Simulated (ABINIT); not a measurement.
Here is an ABINIT 10.8.3 (patched build) calculation.

Contents of run.abi:

```
# Datasets: one volume each
ndtset 7
getwfk -1
scalecart1 3*0.9795861087
scalecart2 3*0.9864848297
scalecart3 3*0.9932883884
scalecart4 3*1.0000000000
scalecart5 3*1.0066227096
scalecart6 3*1.0131594038
scalecart7 3*1.0196128224

# Pseudopotentials
pp_dirpath "./"
pseudos "Pb.GGA_PBE-JTH_sp.xml, Te.GGA_PBE-JTH.xml"

# Structure
acell 8.6347709725 8.6347709725 8.6347709725
rprim
     0.0000000000     0.7071067812     0.7071067812
     0.7071067812     0.0000000000     0.7071067812
     0.7071067812     0.7071067812     0.0000000000
ntypat 2
znucl 82 52
natom 2
typat 1 2
xred
     0.0000000000     0.0000000000     0.0000000000
     0.5000000000     0.5000000000     0.5000000000

# Plane-wave basis
ecut 15.0
pawecutdg 30.0

# k points
kptopt 1
ngkpt 7 7 7
nshiftk 1
shiftk 0.0 0.0 0.0

# Exchange and correlation
ixc -109134

# Bands and occupations
nband 9
occopt 3
tsmear 0.05 eV

# SCF cycle
nstep 100
tolvrs 1.0e-9

# Output
iomode 3
prtwf 1
prtden 0
prteig 0
prtebands 0
```

Potentials or basis: JTH PAW PBE v2.0 sp.

Launch:

```bash
$ abinit run.abi > log 2>&1
```

(1) What does it give for the equilibrium volume?

(2) Predict the pressure derivative of the bulk modulus.

Answers

(1) 35.32 Å³/atom.

(2) 4.7.

Caveat: pressures at fixed basis lie under the slope of the energies; the PAW data sets were made with another functional, which shifts forces and pressure a little; this set keeps more shells in the core, which shifts pressures and gaps.
